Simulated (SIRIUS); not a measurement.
The system is ZrO.

```
Zr O
1.0
     1.82664   -2.91885    0.00000
     1.82664    2.91885    0.00000
     0.00000    0.00000    2.61994
Zr O
1 1
Direct
  0.00000 0.00000 0.00000
  0.50000 0.50000 0.00000
```

The cell was built by a generator and needn't be a form met in nature.

Base run:

| Quantity | Value |
| --- | --- |
| Program | SIRIUS 7.10.0 |
| Functional | revPBE |
| Potentials or basis | PseudoDojo 0.4.1 PBE standard (scalar relativistic) |
| Cutoff | 1152 eV |
| Density cutoff | 4606 eV |
| k mesh | 6 × 6 × 7 |
| Occupations | fermi-dirac, width 0.05 eV |
| Spin | no spin polarisation |

Its results: band gap on the k mesh none (metal or under the smearing width); pressure 67.9 GPa.

**Question.** The run is repeated on the same cell with these changes: functional from revPBE to PW91; libxc names from ["XC_GGA_X_PBE_R", "XC_GGA_C_PBE"] to ["XC_GGA_X_PW91", "XC_GGA_C_PW91"]. What comes out?

**Answer.** Band gap on the k mesh none (metal or under the smearing width); pressure 65.8 GPa.

Caveats: a pressure of tens of GPa on the cell as given is suspect, and the run, the potentials or the cell itself is likely at fault; the potentials were made for another functional, which shifts forces and pressure.
